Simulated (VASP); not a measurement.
# GaAs (F-43m) in VASP: further runs

The runs below take GaAs through dielectric tensor, with PBEsol.

Program: VASP 6.6.1. These are calculated values, not measurements. Logs are shortened: lines on timing, memory, paths and dates and some standing lists are left out, and cuts for length are marked.

## Step 1: Starting point

Symmetry: F-43m, No. 216, cubic system. Conventional cell: a = 5.654 Å, b = 5.654 Å, c = 5.654 Å, α = 90.00°, β = 90.00°, γ = 90.00°. Around As (site symmetry -43m) lie 4 Ga at 2.45 Å. Ga (site symmetry -43m) is surrounded by 4 As at 2.45 Å.

## Step 2: Dielectric tensor, PBEsol

Contents of INCAR:

```
SYSTEM = GaAs
ALGO = Normal
EDIFF = 1E-8
ENCUT = 350
GGA = PS
ISIF = 2
ISMEAR = 0
LASPH = .True.
LCHARG = .False.
LEPSILON = .True.
LREAL = .False.
LWAVE = .False.
NELM = 100
PREC = Accurate
SIGMA = 0.01
```

Contents of KPOINTS:

```
k-points
0
Gamma
  14 14 14
  0 0 0
```

Contents of POSCAR:

```
GaAs
1.0
    0.0000000000      2.8268500000      2.8268500000
    2.8268500000      0.0000000000      2.8268500000
    2.8268500000      2.8268500000      0.0000000000
As Ga
1 1
Direct
    0.7500000000      0.7500000000      0.7500000000
    0.0000000000      0.0000000000      0.0000000000
```

Potentials or basis: VASP PAW PBE potentials, release 64 (As, Ga_d).

On the command line:

```bash
$ cat potpaw_PBE.64/As/POTCAR potpaw_PBE.64/Ga_d/POTCAR > POTCAR
$ mpirun -np 1 vasp_std > vasp.out
```

OUTCAR:

```text
SYSTEM = GaAs
   EDIFF = 1E-8
   ENCUT = 350
   GGA = PS
   ISIF = 2
   ISMEAR = 0
   LASPH = .True.
   LEPSILON = .True.
   LREAL = .False.
   NELM = 100
   PREC = Accurate

 Found    104 irreducible k-points:

 Following reciprocal coordinates:
            Coordinates               Weight
  0.000000  0.000000  0.000000      1.000000
  0.071429  0.000000  0.000000      8.000000
  0.142857  0.000000  0.000000      8.000000
  0.214286  0.000000  0.000000      8.000000
  0.285714  0.000000  0.000000      8.000000
  0.357143  0.000000  0.000000      8.000000
   k-points           NKPTS =    104   k-points in BZ     NKDIM =    104   number of bands    NBANDS=     13
   number of dos      NEDOS =    301   number of ions     NIONS =      2
   total plane-waves  NPLWV =  13824
   dimension x,y,z NGX =    24 NGY =   24 NGZ =   24
   dimension x,y,z NGXF=    48 NGYF=   48 NGZF=   48
   ions per type =               1   1
   NGX,Y,Z   is equivalent  to a cutoff of   9.98,  9.98,  9.98 a.u.
   NGXF,Y,Z  is equivalent  to a cutoff of  19.96, 19.96, 19.96 a.u.
 SYSTEM =  GaAs
   PREC   = accura    normal or accurate (medium, high low for compatibility)
   ISTART =      0    job   : 0-new  1-cont  2-samecut
   ICHARG =      2    charge: 1-file 2-atom 10-const
   ISPIN  =      1    spin polarized calculation?
   LNONCOLLINEAR =      F non collinear calculations
   LSORBIT =      F    spin-orbit coupling
   LASPH  =      T    aspherical Exc in radial PAW
   ENCUT  =  350.0 eV  25.72 Ry    5.07 a.u.   6.10  6.10  6.10*2*pi/ulx,y,z
   NELM   =    100;   NELMIN=  2; NELMDL= -5     # of ELM steps
   EDIFF  = 0.1E-07   stopping-criterion for ELM
   LREAL  =      F    real-space projection
   EDIFFG = 0.1E-06   stopping-criterion for IOM
   NSW    =      0    number of steps for IOM
   IBRION =     -1    ionic relax: 0-MD 1-quasi-New 2-CG
   NFREE  =      0    steps in history (QN), initial steepest desc. (CG)
   ISIF   =      2    stress and relaxation
   ISYM   =      2    0-nonsym 1-usesym 2-fastsym
   POTIM  = 0.5000    time-step for ionic-motion
   TEBEG  =    0.0;   TEEND  =   0.0 temperature during run
   PSTRESS=    0.0 pullay stress
   NELECT =      18.0000    total number of electrons
   NUPDOWN=      -1.0000    fix difference up-down
   EMIN   =  10.00;   EMAX   =-10.00  energy-range for DOS
   EFERMI =   0.00;   METHOD = LEGACY
   ISMEAR =     0;   SIGMA  =   0.01  broadening in eV -4-tet -1-fermi 0-gaus
   EFERMI_NEDOS =   21; number of points for ismear=-14 and -15
   IALGO  =     38    algorithm
   IMIX   =      4    mixing-type and parameters
     AMIX     =   0.40;   BMIX     =  1.00
     AMIX_MAG =   1.60;   BMIX_MAG =  1.00
  volume/ion in A,a.u.               =      22.59       152.44
  Fermi-wavevector in a.u.,A,eV,Ry     =   1.204628  2.276417 19.743799  1.451128
  Thomas-Fermi vector in A             =   2.340347
   LORBIT       =      0    0 simple, 1 ext, 2 COOP (PROOUT), +10 PAW based schemes
   GGA     = PS    functional components
   LHFCALC =     F    Hartree Fock is set to
   AEXX    =    0.0000 exact exchange contribution
   IVDW    =     0    specifies the selected vdW correction
   LEPSILON=     T    determine dielectric tensor
   LRPA    =     F    only Hartree local field effects (RPA)
 non-spin polarized calculation
 Gauss-broadening in eV      SIGMA  =   0.01
  energy-cutoff  :      350.00
  volume of cell :       45.18
 maximum number of plane-waves:       692
   NGX = 13   NGY = 13   NGZ = 13

--------------------------------------- Ionic step        1  -------------------------------------------

 number of electron      18.0000029 magnetization

 E-fermi :   3.9100     XC(G=0):  -9.7735

 val. band max:        3.8028403730   @ k =   0.0000   0.0000   0.0000
 cond. band min:       4.2584959273   @ k =   0.0000   0.0000   0.0000
 fundamental gap:      0.4556555543
 Fermi energy:         3.9100253423

 k-point     1 :       0.0000    0.0000    0.0000
  band No.  band energies     occupation
      1     -10.9590      2.00000
      2     -10.9590      2.00000
      3     -10.9590      2.00000
      4     -10.8789      2.00000
      5     -10.8789      2.00000
      6      -8.9498      2.00000
      7       3.8028      2.00000
      8       3.8028      2.00000
      9       3.8028      2.00000
     10       4.2585      0.00000
     11       7.4935      0.00000
     12       7.4935      0.00000
     13       7.4935      0.00000

 k-point     2 :       0.0714    0.0000    0.0000
  band No.  band energies     occupation
      1     -10.9640      2.00000
      2     -10.9579      2.00000
      3     -10.9578      2.00000
      4     -10.8791      2.00000
      5     -10.8791      2.00000
      6      -8.8891      2.00000
      7       2.7787      2.00000
      8       3.7170      2.00000
      9       3.7170      2.00000
     10       5.0117      0.00000
     11       7.5886      0.00000
     12       7.6209      0.00000
     13       7.6209      0.00000

 k-point     3 :       0.1429    0.0000    0.0000
  band No.  band energies     occupation
      1     -10.9770      2.00000
      2     -10.9545      2.00000
      3     -10.9545      2.00000
      4     -10.8792      2.00000
      5     -10.8792      2.00000
      6      -8.7110      2.00000
      7       1.4923      2.00000
      8       3.5036      2.00000
      9       3.5036      2.00000
     10       5.3817      0.00000
     11       7.9287      0.00000
     12       7.9287      0.00000
     13       8.1238      0.00000

 k-point     4 :       0.2143    0.0000    0.0000
  band No.  band energies     occupation
      1     -10.9945      2.00000
      2     -10.9500      2.00000
      3     -10.9500      2.00000
      4     -10.8789      2.00000
      5     -10.8789      2.00000
      6      -8.4274      2.00000
      7       0.2312      2.00000
      8       3.2450      2.00000
      9       3.2450      2.00000
     10       5.2930      0.00000
     11       8.2478      0.00000
     12       8.2478      0.00000
     13       9.1113      0.00000

 k-point     5 :       0.2857    0.0000    0.0000
  band No.  band energies     occupation
      1     -11.0124      2.00000
      2     -10.9456      2.00000
      3     -10.9456      2.00000
      4     -10.8782      2.00000
      5     -10.8782      2.00000
      6      -8.0621      2.00000
      7      -0.9287      2.00000
      8       3.0034      2.00000
      9       3.0034      2.00000
     10       5.0825      0.00000
     11       8.4263      0.00000
     12       8.4263      0.00000
     13      10.2568      0.00000

 k-point     6 :       0.3571    0.0000    0.0000
  band No.  band energies     occupation
      1     -11.0277      2.00000
      2     -10.9421      2.00000
      3     -10.9421      2.00000
      4     -10.8768      2.00000
      5     -10.8768      2.00000
      6      -7.6610      2.00000
      7      -1.9129      2.00000
      8       2.8140      2.00000
      9       2.8140      2.00000
     10       4.8946      0.00000
     11       8.4493      0.00000
     12       8.4493      0.00000
     13      11.1987      0.00000

 [... further k-points ...]

  FORCE on cell =-STRESS in cart. coord.  units (eV):
  Direction    XX          YY          ZZ          XY          YZ          ZX
  --------------------------------------------------------------------------------------
  -------------------------------------------------------------------------------------
  Total        0.0605390      0.0605390      0.0605390     -0.0000000     -0.0000000      0.0000000
  in kB        2.1468792      2.1468792      2.1468792     -0.0000000     -0.0000000      0.0000000
  external PRESSURE =       2.1468792 kB  Pullay stress =       0.0000000 kB

 VOLUME and BASIS-vectors are now :
 -----------------------------------------------------------------------------
  energy-cutoff  :      350.00
  volume of cell :       45.18
      direct lattice vectors                 reciprocal lattice vectors
     0.000000000  2.826850000  2.826850000    -0.176875321  0.176875321  0.176875321
     2.826850000  0.000000000  2.826850000     0.176875321 -0.176875321  0.176875321
     2.826850000  2.826850000  0.000000000     0.176875321  0.176875321 -0.176875321

 POSITION                                       TOTAL-FORCE (eV/Angst)
 -----------------------------------------------------------------------------------
      4.24027      4.24027      4.24027         0.000000      0.000000      0.000000
      0.00000      0.00000      0.00000        -0.000000     -0.000000     -0.000000
 -----------------------------------------------------------------------------------
    total drift:                               -0.000004     -0.000004     -0.000003

  FREE ENERGIE OF THE ION-ELECTRON SYSTEM (eV)
  ---------------------------------------------------
  free  energy   TOTEN  =        -9.0916358456 eV

  energy  without entropy=       -9.0916358456  energy(sigma->0) =       -9.09163585

 HEAD OF MICROSCOPIC STATIC DIELECTRIC TENSOR (INDEPENDENT PARTICLE, excluding Hartree and local field effects)
 ------------------------------------------------------
          18.300219     0.000000     0.000000
           0.000000    18.300219     0.000000
          -0.000000     0.000000    18.300219
 ------------------------------------------------------

 Free energy of the ion-electron system (eV)
  ---------------------------------------------------
  ---------------------------------------------------
  free energy    TOTEN  =        -2.19973770 eV

  energy without entropy =       -2.19973770

------------------------ aborting loop because EDIFF is reached ----------------------------------------

--------------------------------------- Ionic step        2  -------------------------------------------

------------------------ aborting loop because EDIFF is reached ----------------------------------------

--------------------------------------- Ionic step        3  -------------------------------------------

 Free energy of the ion-electron system (eV)
  ---------------------------------------------------
  ---------------------------------------------------
  free energy    TOTEN  =        -2.19974034 eV

  energy without entropy =       -2.19974034

------------------------ aborting loop because EDIFF is reached ----------------------------------------

 PIEZOELECTRIC TENSOR FIELD DIRECTION 3  (e Angst)
 -----------------------------------------------------------------------------
    -0.00013  2.34512  0.00000           (  0.00000  0.01544  0.00000)
     2.34512 -0.00013  0.00000           (  0.01544  0.00000  0.00000)
     0.00000  0.00000 -0.00197           (  0.00000  0.00000  0.00000)

 PIEZOELECTRIC TENSOR FIELD DIRECTION 3  (C/m^2)
 -----------------------------------------------------------------------------
    -0.00005  0.83164  0.00000
     0.83164 -0.00005  0.00000
     0.00000  0.00000 -0.00070

 MACROSCOPIC STATIC DIELECTRIC TENSOR (including local field effects in DFT)
 ------------------------------------------------------
          17.679099     0.000000    -0.000000
          -0.000000    17.679099     0.000000
           0.000000    -0.000000    17.679099
 ------------------------------------------------------

 PIEZOELECTRIC TENSOR (including local field effects)  for field in x, y, z        (e  Angst)
          XX          YY          ZZ          XY          YZ          ZX
  --------------------------------------------------------------------------------
  x    -0.00000     0.00000     0.00000     0.00000     2.34988     0.00000
  y    -0.00000    -0.00000     0.00000    -0.00000     0.00000     2.34988
  z     0.00000     0.00000     0.00000     2.34988    -0.00000     0.00000

 PIEZOELECTRIC TENSOR (including local field effects)  for field in x, y, z        (C/m^2)
          XX          YY          ZZ          XY          YZ          ZX
  --------------------------------------------------------------------------------
  x    -0.00000     0.00000     0.00000     0.00000     0.83333     0.00000
  y    -0.00000    -0.00000     0.00000    -0.00000     0.00000     0.83333
  z     0.00000     0.00000     0.00000     0.83333    -0.00000     0.00000

 BORN EFFECTIVE CHARGES (including local field effects) (in |e|, cummulative output)
 ---------------------------------------------------------------------------------
 ion    1
    1    -2.12190     0.00000     0.00000
    2    -0.00000    -2.12190     0.00000
    3     0.00000    -0.00000    -2.12190
 ion    2
    1     2.12190     0.00000     0.00000
    2     0.00000     2.12190    -0.00000
    3    -0.00000     0.00000     2.12190
```

It took 7 min on 1 thread of Intel Xeon Platinum 8259CL at 2.50GHz (Skylake/Cascade Lake), shared host; peak memory 0.43 GiB.

These settings aren't checked as converged: the numbers below hold their error.

What came out:

* Band gap on the k mesh: 0.46 eV, direct
* Electronic dielectric tensor (diagonal): 17.68
* Born charges (mean of the diagonal): As -2.12; Ga +2.12 e

Caveat: the cutoff is under 1.25 times the usual one of these potentials, so pressure, stress and relaxed cells hold a basis-set (Pulay) error; the gap is small at this level, which inflates the dielectric constant; the PAW data sets were made with another functional, which shifts forces and pressure a little.

(Continued in part 2 of 3.)
